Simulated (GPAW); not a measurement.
Wanted: an ASE script for a GPAW 26.7.0 run.

| Quantity | Value |
| --- | --- |
| Task | relaxation of cell and atoms |
| Functional | PBEsol |
| Potentials or basis | PAW data sets generated in the run's folder for this functional |
| Cutoff | 600 eV |
| Basis | pw |
| k mesh | 12 × 12 × 12 |
| Occupations | fermi-dirac, width 0.05 eV |
| Spin | no spin polarisation |
| Target pressure | 10 GPa |
| Maxiter | 150 |
| Optimizer | BFGS |
| Fmax | 0.02 eV/Å |
| Max steps | 60 |
| Target pressure | 10 GPa |
| Convergence | density=1e-05 forces=0.0001 |

The system is Zn.

```
Zn
1.0
    -1.56904    1.56904    1.56904
     1.56904   -1.56904    1.56904
     1.56904    1.56904   -1.56904
Zn
1
Cartesian
  0.0000 0.0000 0.0000
```

This isn't the form of Zn at room conditions, which is hcp.

One way to write it, as run:

run.py

```python
from ase import Atoms
from ase.filters import FrechetCellFilter
from ase.io import write
from ase.optimize import BFGS
from ase.units import GPa
from gpaw import GPAW, PW, setup_paths

setup_paths.insert(0, '.')

atoms = Atoms(['Zn'],
              cell=[[-1.569037, 1.569037, 1.569037],
                    [1.569037, -1.569037, 1.569037],
                    [1.569037, 1.569037, -1.569037]],
              scaled_positions=[[0.0, 0.0, 0.0]],
              pbc=True)

calc = GPAW(mode=PW(600),
            xc='PBEsol',
            kpts={'size': (12, 12, 12), 'gamma': True},
            occupations={'name': 'fermi-dirac', 'width': 0.05},
            nbands=13,
            convergence={'density': 1e-05, 'forces': 0.0001},
            maxiter=150,
            txt='gpaw.txt')
atoms.calc = calc
opt = BFGS(FrechetCellFilter(atoms, scalar_pressure=10 * GPa), trajectory='relax.traj', logfile='-')
done = opt.run(fmax=0.02, steps=60)
calc.write('gs.gpw')
write('result.traj', atoms)
print('Converged:', done)
print('Cell:', atoms.cell.cellpar().round(4))
print('Volume:', round(atoms.get_volume(), 4))
print(atoms.get_scaled_positions().round(5))
```

Potentials or basis: PAW data sets generated in the run's folder for this functional, pw.

Run with:

```console
$ gpaw-setup -f PBEsol Zn
$ OMP_NUM_THREADS=1 python run.py
```

Results of the run:

- Relaxed volume: 12.98 Å³/atom
- Relaxed cell: a = 2.564 Å, b = 2.564 Å, c = 2.564 Å, α = 109.47°, β = 109.47°, γ = 109.47°
- Space group after relaxing (to 0.05 Å): Im-3m (No. 229)
- Energy change on relaxing (the enthalpy is what falls): +12.9 meV/atom
- Ionic steps: 5
- Pressure after relaxing: 10.0 GPa
- Band gap on the k mesh: none (metal or under the smearing width)

Caveat: later steps reuse the first step's grids; the volume moved by over 15 % at a fixed basis, so the end points are rough.

It took 32 s on 1 thread of Arm Neoverse V2, on a shared host, peak memory 0.17 GiB.
